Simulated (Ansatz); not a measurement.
# Si: the cost of one run

Computed with Ansatz 0.2.0 (DFT PBE, scalar-relativistic, plane waves, PAW, unless a step's input says otherwise).

### 1 The structure to begin with

Symmetry: Fm-3m, No. 225, cubic system. Conventional cell: a = 3.822 Å, b = 3.822 Å, c = 3.822 Å, α = 90.00°, β = 90.00°, γ = 90.00°. Around Si (site symmetry m-3m) lie 12 Si at 2.70 Å.

As a file:

```
Si
1.0
     0.00000    1.91083    1.91083
     1.91083    0.00000    1.91083
     1.91083    1.91083    0.00000
Si
1
Cartesian
  0.0000 0.0000 0.0000
```

The structure comes from the Materials Project (structure only).

### 2 A distortion that keeps the symmetry

What differs from the listed cell: strain xx, yy, zz, yz, xz, xy = +0.8, +0.8, +0.8, +0.0, +0.0, +0.0 %.

input.yaml reads:

```yaml
crystal:
  lattice:
    - [0.0, 1.9251808783, 1.9251808783]
    - [1.9251808783, 0.0, 1.9251808783]
    - [1.9251808783, 1.9251808783, 0.0]
  atoms:
    - { symbol: Si, position: [0.0, 0.0, 0.0] }
basis:
  ecutwfc: 420
kpoints:
  mp_grid: { grid: [18, 18, 18] }
hamiltonian:
  xc: pbe
scf:
  occupations: { method: gaussian, width: 0.1 }
output:
  forces: true
  stress: true
  eigenvalues: true
```

Command:

```
ansatz run input.yaml --threads 1 --pin off --max-ram 1331MiB --backend cpu --events-out ev --progress --plain --runs-dir out
```

**Question.** How long does this run take on 1 thread of an x86-64 CPU, shared host, and how much memory does it need?

About 2 s, with a peak of 0.3 GiB.
